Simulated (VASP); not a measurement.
**WC: relaxation of cell and atoms with PBE**

WC:

```
W C
1.0
     2.92266    0.00000    0.00000
    -1.46133    2.53110    0.00000
     0.00000    0.00000    2.84639
W C
1 1
Direct
  0.00000 0.00000 0.00000
  0.33333 0.66667 0.50000
```

The cell was built by a generator and needn't be a form met in nature.

```yaml
Program: VASP 6.6.1
Task: relaxation of cell and atoms
Functional: PBE
Potentials_or_basis: VASP PAW PBE potentials, release 64 (W_sv, C)
Cutoff: 600 eV
k_mesh: 18 × 18 × 14
Occupations: gaussian, width 0.1 eV
Spin: no spin polarisation
Dipole_correction: no
Further_INCAR_settings: ALGO = Normal; EDIFF = 1e-06; IBRION = 2; EDIFFG = -0.002; NSW = 100; ISIF = 3
```

```json
{
  "Relaxed volume": "10.55 Å³/atom",
  "Relaxed cell": "a = 2.924 Å, b = 2.924 Å, c = 2.850 Å, α = 90.00°, β = 90.00°, γ = 120.00°",
  "Space group after relaxing (to 0.05 Å)": "P-6m2 (No. 187)",
  "Energy gained by relaxing": "0.1 meV/atom",
  "Ionic steps": "13",
  "Pressure after relaxing": "0.0 GPa",
  "Band gap on the k mesh": "none (metal or under the smearing width)"
}
```

The path:
| step | energy change (eV) | largest force (eV/Å) | pressure (GPa) | volume (Å³) |
| --- | --- | --- | --- | --- |
| 1 | 0.0000 | 0.0000 | 0.86 | 21.06 |
| 2 | 0.0009 | 0.0000 | -2.35 | 21.23 |
| 3 | -0.0001 | 0.0000 | -0.04 | 21.10 |
| 4 | -0.0001 | 0.0000 | -0.02 | 21.10 |
| 5 | -0.0001 | 0.0000 | 0.04 | 21.10 |
| 6 | -0.0001 | 0.0000 | 0.03 | 21.10 |
| 7 | -0.0001 | 0.0000 | 0.03 | 21.10 |
| 8 | -0.0001 | 0.0000 | 0.03 | 21.10 |
| 9 | -0.0001 | 0.0000 | 0.02 | 21.10 |
| 10 | -0.0001 | 0.0000 | 0.01 | 21.10 |
| 11 | -0.0001 | 0.0000 | 0.01 | 21.10 |
| 12 | -0.0001 | 0.0000 | 0.01 | 21.10 |
| 13 | -0.0001 | 0.0000 | 0.00 | 21.10 |

Final structure:
```yaml
crystal:
  lattice:
    - [2.92406, 0.00000, 0.00000]
    - [-1.46203, 2.53231, 0.00000]
    - [0.00000, 0.00000, 2.84999]
  atoms:
    - { symbol: W, position: [0.00000, 0.00000, 0.00000] }
    - { symbol: C, position: [0.33333, 0.66667, 0.50000] }
```

Levels at points of the mesh, in eV from the Fermi level:
| k point | band 5 | band 6 | band 7 | band 8 | band 9 | band 10 | band 11 | band 12 | band 13 |
| --- | --- | --- | --- | --- | --- | --- | --- | --- | --- |
| (0.00, 0.00, 0.00) | -14.31 | -4.20 | -3.26 | -3.26 | 0.11 | 3.17 | 3.17 | 5.55 | 5.55 |
| (0.50, 0.00, 0.00) | -11.02 | -6.94 | -3.52 | -3.48 | -0.45 | 2.31 | 4.43 | 4.77 | 6.78 |
| (0.00, 0.00, 0.50) | -10.37 | -8.53 | -1.97 | -1.97 | -0.55 | -0.55 | 3.63 | 4.49 | 4.49 |
| (0.50, 0.00, 0.50) | -11.17 | -6.34 | -4.22 | -4.13 | 0.27 | 4.33 | 5.20 | 6.50 | 9.02 |

It took 85 s on 1 thread of Intel(R) Xeon(R) 6975P-C (Granite Rapids) (shared host), peak memory 0.23 GiB.

Spin-orbit coupling is left out, which matters for the levels of W.
